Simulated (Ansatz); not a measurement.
# As (R-3m) in Ansatz: further runs

One crystal, As, is run at these levels: BLYP, r2SCANh+D3(BJ)+ATM; tasks: optical spectrum, density of states.

Program: Ansatz 0.2.0. These are calculated values, not measurements. Logs are shortened: lines on timing, memory, paths and dates and some standing lists are left out, and cuts for length are marked.

## (1) The undisturbed crystal

It takes space group R-3m (No. 166, trigonal). Conventional cell: a = 3.762 Å, b = 3.762 Å, c = 10.542 Å, α = 90.00°, β = 90.00°, γ = 120.00°. Around As (site symmetry 3m) lie 3 As at 2.51 Å.

## (2) Optical spectrum, BLYP, non-collinear spin, program default start, spin-orbit coupling (volume scaled by 0.8)

Input file run.py:

```python
import json

import ase.io
import numpy as np
import spglib

import ansatz as az

atoms = ase.io.read("As.cif")
cell, frac, numbers = spglib.find_primitive((atoms.cell[:], atoms.get_scaled_positions(), atoms.numbers), symprec=1e-5)
atoms = ase.Atoms(numbers, cell=cell, scaled_positions=frac, pbc=True)

calculation = (
    az.Crystal.from_ase(atoms)
    .calculation()
    .kpoints(9, 9, 9)
    .functional("blyp")
    .pseudopotentials(kind="paw_fr")
    .spin("noncollinear", soc=True)
    .scf(extra_bands=12)
    .occupations(method="tetrahedron_uncorrected")
    .optics(energy_range=(0.0, 14.0), broadening_width=0.05, nscf_kmesh=(12, 12, 12))
    .band_table(publish=True)
)
outcome = calculation.run(threads=2, events_out="events.jsonl")

report = outcome.report
for line in open("events.jsonl"):
    event = json.loads(line)
    if event["event"] == "scf_iter":
        d = event["data"]
        print(f"SCF {d['iter']:3d}  HF = {d['harris_foulkes_ev']:.6f} eV  dr2 = {d['dr2_ev']:.2e} eV")
    elif event["event"] in ("relax_step", "md_step"):
        d = event["data"]
        print(f"{event['event']} {d['step']:3d}  E = {d['lagrangian_ev']:.6f} eV")
np.set_printoptions(precision=5, suppress=True, linewidth=110)
print("converged:", report["converged"], "after", report["n_iterations"], "iterations")
print(f"free energy {report['free_energy_ev']:.6f} eV, Fermi level {report['fermi_energy_ev']:.4f} eV")
for key in ("band_edges_ev", "magnetization_mub", "site_moments_mub", "site_moments_nc_mub", "forces_ev_ang",
                "stress_gpa"):
    if report.get(key) is not None:
        print(key, np.array(report[key]), sep="\n")
```

Input file As.cif:

```cif
data_As
_cell_length_a 3.49195435
_cell_length_b 3.49195435
_cell_length_c 9.78649855
_cell_angle_alpha 90.00000000
_cell_angle_beta 90.00000000
_cell_angle_gamma 120.00000000
_space_group_name_H-M_alt 'R-3m'
_space_group_name_Hall '-R 3 2"'
_space_group_IT_number 166
loop_
_space_group_symop_operation_xyz
'x,y,z'
'-x,-y,-z'
'-y,x-y,z'
'y,-x+y,-z'
'-x+y,-x,z'
'x-y,x,-z'
'y,x,-z'
'-y,-x,z'
'x-y,-y,-z'
'-x+y,y,z'
'-x,-x+y,-z'
'x,x-y,z'
'x+2/3,y+1/3,z+1/3'
'-x+2/3,-y+1/3,-z+1/3'
'-y+2/3,x-y+1/3,z+1/3'
'y+2/3,-x+y+1/3,-z+1/3'
'-x+y+2/3,-x+1/3,z+1/3'
'x-y+2/3,x+1/3,-z+1/3'
'y+2/3,x+1/3,-z+1/3'
'-y+2/3,-x+1/3,z+1/3'
'x-y+2/3,-y+1/3,-z+1/3'
'-x+y+2/3,y+1/3,z+1/3'
'-x+2/3,-x+y+1/3,-z+1/3'
'x+2/3,x-y+1/3,z+1/3'
'x+1/3,y+2/3,z+2/3'
'-x+1/3,-y+2/3,-z+2/3'
'-y+1/3,x-y+2/3,z+2/3'
'y+1/3,-x+y+2/3,-z+2/3'
'-x+y+1/3,-x+2/3,z+2/3'
'x-y+1/3,x+2/3,-z+2/3'
'y+1/3,x+2/3,-z+2/3'
'-y+1/3,-x+2/3,z+2/3'
'x-y+1/3,-y+2/3,-z+2/3'
'-x+y+1/3,y+2/3,z+2/3'
'-x+1/3,-x+y+2/3,-z+2/3'
'x+1/3,x-y+2/3,z+2/3'
loop_
_atom_site_label
_atom_site_type_symbol
_atom_site_symmetry_multiplicity
_atom_site_Wyckoff_symbol
_atom_site_fract_x
_atom_site_fract_y
_atom_site_fract_z
_atom_site_occupancy
As1 As 6 c 0.0000000000 0.0000000000 0.2260000000 1
```

Potentials or basis: Ansatz PAW.

Launch:

```bash
$ python run.py
```

Standard output:

```text
DeckWarning: basis.ecutwfc = 420 eV, auto-derived from the records' recommended cutoffs: set by As (normal level)
PlacementWarning: RAYON_NUM_THREADS=2 ignored (pool sized by the plan → 2); use plan(threads=…)
RunWarning: output.optics found no split into filled and empty bands, so it gives no eps_inf: at k=5 band 30 holds 0.154 electrons, where an insulator holds 1 in each band up to the highest filled one and none above it (bands and k-points counted from 0, the k-points in the symmetry-reduced set that the sum ran over: that of output.optics.nscf_kmesh where it is set). The table's columns eps2_interband_… and eps1_interband_… hold [...]
SCF   1  HF = -9732.405177 eV  dr2 = 3.38e-01 eV
SCF   2  HF = -9732.384608 eV  dr2 = 2.20e-01 eV
SCF   3  HF = -9732.361236 eV  dr2 = 1.46e-02 eV
SCF   4  HF = -9732.357106 eV  dr2 = 2.58e-03 eV
SCF   5  HF = -9732.357942 eV  dr2 = 9.88e-05 eV
SCF   6  HF = -9732.358040 eV  dr2 = 5.06e-06 eV
SCF   7  HF = -9732.358049 eV  dr2 = 2.02e-07 eV
SCF   8  HF = -9732.358049 eV  dr2 = 1.42e-08 eV
SCF   9  HF = -9732.358049 eV  dr2 = 1.11e-09 eV
SCF  10  HF = -9732.358049 eV  dr2 = 1.00e-10 eV
SCF  11  HF = -9732.358049 eV  dr2 = 4.88e-12 eV
converged: True after 11 iterations
free energy -9732.358049 eV, Fermi level 15.5452 eV
magnetization_mub
0.0
site_moments_nc_mub
[[0. 0. 0.]
 [0. 0. 0.]]
```

optics.tsv:

```text
# E[eV]	eps2_interband_xx	eps2_interband_yy	eps2_interband_zz	eps2_interband_xy	eps2_interband_xz	eps2_interband_yz	eps1_interband_xx	eps1_interband_yy	eps1_interband_zz	eps1_interband_xy	eps1_interband_xz	eps1_interband_yz
# format = ansatz-optics/6
# intraband_term = absent (no smearing gave the fillings)
# f_sum_interband_n_eff(xx yy zz) = 9.588966 9.588966 9.780855
# f_sum_interband_n_eff_momentum_only(xx yy zz) = 9.651105 9.651105 9.786213
# n_electrons = 30.000000
# n_bands = 42
# valid_up_to_ev = 7.856714
# evaluated_top_ev = 51.400000
# all_electron_strengths = true
0.000000	0.000000e0	0.000000e0	0.000000e0	0.000000e0	0.000000e0	0.000000e0	9.755825e1	9.755825e1	5.921821e2	8.884684e-18	5.325034e-17	2.096955e-14
0.010000	7.966427e-2	7.966427e-2	5.482887e0	2.089348e-20	-3.300040e-18	2.567391e-16	9.779375e1	9.779375e1	5.981635e2	-2.976944e-18	-2.508413e-17	2.085589e-14
0.020000	2.164033e-1	2.164033e-1	1.455015e1	4.223871e-19	-5.954077e-18	6.707597e-16	9.851429e1	9.851429e1	6.162075e2	9.347257e-18	6.185008e-17	2.184497e-14
0.030000	4.880611e-1	4.880611e-1	3.168915e1	1.084202e-19	4.517509e-19	1.489549e-15	9.975824e1	9.975824e1	6.462344e2	-2.324065e-18	-2.474416e-17	2.254249e-14
0.040000	1.012817e0	1.012817e0	6.278638e1	1.626303e-18	-2.891206e-18	2.831069e-15	1.015763e2	1.015763e2	6.869040e2	1.012542e-17	8.115761e-17	2.418700e-14
0.050000	1.965129e0	1.965129e0	1.147585e2	-3.108046e-18	4.929506e-17	5.070018e-15	1.040105e2	1.040105e2	7.340703e2	-1.253573e-18	-6.434756e-17	2.525529e-14
[... 1270 lines left out ...]
12.760000	8.902471e-1	8.902471e-1	1.230944e0	3.469447e-18	-1.156482e-18	-1.850372e-17	-1.526186e0	-1.526186e0	-1.466624e0	-1.408456e-18	-5.947143e-19	-1.971550e-17
12.770000	9.168111e-1	9.168111e-1	1.260236e0	-3.469447e-18	0.000000e0	-9.251859e-18	-1.508449e0	-1.508449e0	-1.533606e0	-6.387349e-18	2.339683e-18	-1.451766e-17
12.780000	9.534762e-1	9.534762e-1	1.266401e0	-3.469447e-18	8.673617e-19	-7.517135e-18	-1.498259e0	-1.498259e0	-1.602235e0	3.991830e
```

engine_input.yaml:

```text
crystal:
  lattice:
    - [1.7459771749999997, 1.0080403919851921, 3.262166183333333]
    - [-1.7459771749999997, 1.0080403919851921, 3.262166183333333]
    - [0.0, -2.0160807839703843, 3.262166183333333]
  atoms:
    - { symbol: As, position: [0.2259999999999999, 0.22599999999999995, 0.22599999999999998] }
    - { symbol: As, position: [0.774, 0.774, 0.774] }
kpoints:
  mp_grid:
    grid: [9, 9, 9]
hamiltonian:
  xc: blyp
  pseudopotentials:
    kind: paw_fr
magnetization:
  noncollinear: true
  spin_orbit: true
scf:
  n_extra_bands: 12
  occupations:
    method: tetrahedron_uncorrected
output:
  optics:
    e_range: [0.0, 14.0]
    sigma: 0.05
    nscf_kmesh:
      grid: [12, 12, 12]
  eigenvalues: true
```

Run time: 35 s. Hardware: 2 threads of Arm Neoverse V1, shared host; peak memory 0.63 GiB.

What came out:

| Property | Result |
| --- | --- |
| Free energy | -9732.3580 eV |
| Band gap on the k mesh | none (metal or under the smearing width) |
| Net moment | 0.00 μB per cell |
| Absolute moment | 0.00 μB per cell |

Moments on the atoms (μB; x, y, z):
```
As  0.00 0.00 0.00
As  0.00 0.00 0.00
```

Caveat: the potentials were made for another functional, which shifts forces and pressure.

## (3) Density of states, r2SCANh+D3(BJ)+ATM (volume scaled by 0.92)

Edit run.py of step 2 so:

```diff
@@ -4,3 +4,2 @@
 import numpy as np
-import spglib
 
@@ -8,5 +7,3 @@
 
-atoms = ase.io.read("As.cif")
-cell, frac, numbers = spglib.find_primitive((atoms.cell[:], atoms.get_scaled_positions(), atoms.numbers), symprec=1e-5)
-atoms = ase.Atoms(numbers, cell=cell, scaled_positions=frac, pbc=True)
+atoms = ase.io.read("POSCAR", format="vasp")
 
@@ -15,9 +12,10 @@
     .calculation()
-    .kpoints(9, 9, 9)
-    .functional("blyp")
-    .pseudopotentials(kind="paw_fr")
-    .spin("noncollinear", soc=True)
-    .scf(extra_bands=12)
-    .occupations(method="tetrahedron_uncorrected")
-    .optics(energy_range=(0.0, 14.0), broadening_width=0.05, nscf_kmesh=(12, 12, 12))
+    .kpoints(5, 5, 5)
+    .functional("r2scanh", dispersion="d3bjatm")
+    .pseudopotentials(kind="paw", level="accurate")
+    .scf(extra_bands=6)
+    .occupations(method="gaussian", width=0.15)
+    .density_of_states(energy_step=0.05, projected=False)
+    .forces()
+    .stress()
     .band_table(publish=True)
```

Input file POSCAR:

```
As
1.0
    1.8292420481      1.0561133888      3.4177374305
   -1.8292420481      1.0561133888      3.4177374305
    0.0000000000     -2.1122267777      3.4177374305
As
2
Direct
    0.2260000000      0.2260000000      0.2260000000
    0.7740000000      0.7740000000      0.7740000000
```

Potentials or basis: Ansatz PAW accurate.

Launch:

```bash
$ python run.py
```

Standard output:

```text
DeckWarning: basis.ecutwfc = 580 eV, auto-derived from the records' recommended cutoffs: set by As (normal level)
DeckWarning: As: the run uses an accurate dataset of the element's file, not its first; total energies, energy levels and electrostatic potentials count from another zero than in a run on the first, so that none of them can be subtracted between the two: in runs that are compared use one dataset of each element (`hamiltonian.pseudopotentials.level`, or `#standard`, `#accurate` or another label behind a path under `hamiltonian.pse [...]
DeckWarning: output.stress: scf.convergence.dr2_threshold = 1e-7 eV (the SCF's general default) is looser than the 2e-10 eV advised for a printed stress (1e-10 eV for each atom of the cell: 2). What an SCF threshold leaves in a stress goes as its square root, and in the free energy as the threshold itself, and one threshold admits the most on a small cell: of the crystals measured, under no hybrid functional and no lock of the mo [...]
DeckWarning: output.stress: scf.exx.energy_threshold = 1e-6 eV is looser than the 2e-8 eV advised for a stress under a hybrid functional (1e-8 eV for each atom of the cell: 2). Every SCF of the exchange loop can meet its threshold on dr2 while the loop round them stops early: no threshold on dr2 bounds what that leaves in the stress. Set scf.exx.energy_threshold to 2e-8 eV or tighter. The threshold is the loop's pass mark: a loop [...]
PlacementWarning: RAYON_NUM_THREADS=2 ignored (pool sized by the plan → 2); use plan(threads=…)
SCF   1  HF = -9729.437966 eV  dr2 = 1.85e-01 eV
SCF   2  HF = -9729.494449 eV  dr2 = 4.77e-02 eV
SCF   3  HF = -9729.505309 eV  dr2 = 3.08e-04 eV
SCF   4  HF = -9729.505130 eV  dr2 = 1.77e-05 eV
SCF   5  HF = -9729.505136 eV  dr2 = 9.23e-07 eV
SCF   6  HF = -9729.505136 eV  dr2 = 6.57e-08 eV
SCF   7  HF = -9729.505136 eV  dr2 = 8.81e-10 eV
SCF   8  HF = -9729.505136 eV  dr2 = 1.52e-11 eV
SCF   1  HF = -9728.796985 eV  dr2 = 1.51e-03 eV
SCF   2  HF = -9728.797354 eV  dr2 = 2.46e-04 eV
SCF   3  HF = -9728.797394 eV  dr2 = 1.28e-05 eV
SCF   4  HF = -9728.797397 eV  dr2 = 1.16e-06 eV
SCF   5  HF = -9728.797397 eV  dr2 = 2.47e-08 eV
SCF   1  HF = -9728.797395 eV  dr2 = 7.98e-08 eV
SCF   2  HF = -9728.797395 eV  dr2 = 1.07e-08 eV
SCF   3  HF = -9728.797395 eV  dr2 = 6.53e-10 eV
converged: True after 16 iterations
free energy -9728.797395 eV, Fermi level 11.7465 eV
magnetization_mub
0.0
forces_ev_ang
[[ 0.      -0.       0.49195]
 [ 0.       0.      -0.49195]]
stress_gpa
[[ 8.99385 -0.      -0.     ]
 [-0.       8.99385  0.     ]
 [-0.       0.       4.75711]]
```

dos.tsv:

```text
# E-E_F[eV]	g_bin_mean(E)[states/eV]	N(E)
# format = ansatz-dos/2
# fermi_ev = 11.746537
# fermi_mp_grid = 5 5 5
# fermi_mp_shift = 0 0 0
# g_bin_mean(E): the states in a bin one row spacing wide, centred on E, divided by that spacing. States that the method places at a single energy (under output.dos.method: tetrahedron, those of a tetrahedron whose four corners have one energy) are counted whole in the row whose bin holds that energy (on the edge of two bins, in the lower row). The sum of g_bin_mean over a run of rows, times the row spacing, is the number of states from half a spacing under the first of them to half a spacing over the last (a plain sum, not the trapezoid rule).
-39.764551	0.000000e0	0.000000e0
-39.714551	0.000000e0	0.000000e0
-39.664551	0.000000e0	0.000000e0
-39.614551	0.000000e0	0.000000e0
-39.564551	0.000000e0	0.000000e0
-39.514551	0.000000e0	0.000000e0
[... 1048 lines left out ...]
12.935449	0.000000e0	4.200000e1
12.985449	0.000000e0	4.200000e1
```

engine_input.yaml:

```text
crystal:
  lattice:
    - [1.8292420481, 1.0561133888, 3.4177374305]
    - [-1.8292420481, 1.0561133888, 3.4177374305]
    - [0.0, -2.1122267777, 3.4177374305]
  atoms:
    - { symbol: As, position: [0.226, 0.226, 0.226] }
    - { symbol: As, position: [0.774, 0.774, 0.774] }
kpoints:
  mp_grid:
    grid: [5, 5, 5]
hamiltonian:
  xc: r2scanh
  dispersion: d3bjatm
  pseudopotentials:
    kind: paw
    level: accurate
scf:
  n_extra_bands: 6
  occupations:
    method: gaussian
    width: 0.15
output:
  dos:
    de: 0.05
    projected: false
  forces: true
  stress: true
  eigenvalues: true
```

It took 57 s on 2 threads of Arm Neoverse V1, shared host; peak memory 1.7 GiB.

Results:

| Item | Value |
| --- | --- |
| Free energy | -9728.7974 eV |
| Pressure | 7.6 GPa |
| Largest force | 0.492 eV/Å |
| Band gap on the k mesh | 0.41 eV, indirect (least direct gap 1.02 eV) |

Forces on the atoms (eV/Å):
```
As   0.000  0.000  0.492
As   0.000  0.000 -0.492
```

States per cell in windows of 1 eV (zero at the valence-band top; states under -8 eV left out):
```csv
from (eV),total
-8.0,0.39
-7.0,0.71
-6.0,1.06
-5.0,1.18
-4.0,1.12
-3.0,0.99
-2.0,0.50
-1.0,0.10
0.0,0.04
1.0,1.13
2.0,1.73
3.0,0.94
4.0,1.13
5.0,0.79
6.0,0.83
7.0,1.09
```

Caveat: odd divisions of the mesh miss points on the zone boundary, where band edges often lie, so the gap on the mesh can be too wide; the PAW data sets were made with another functional, which shifts forces and pressure a little; the thresholds are loose for stress.
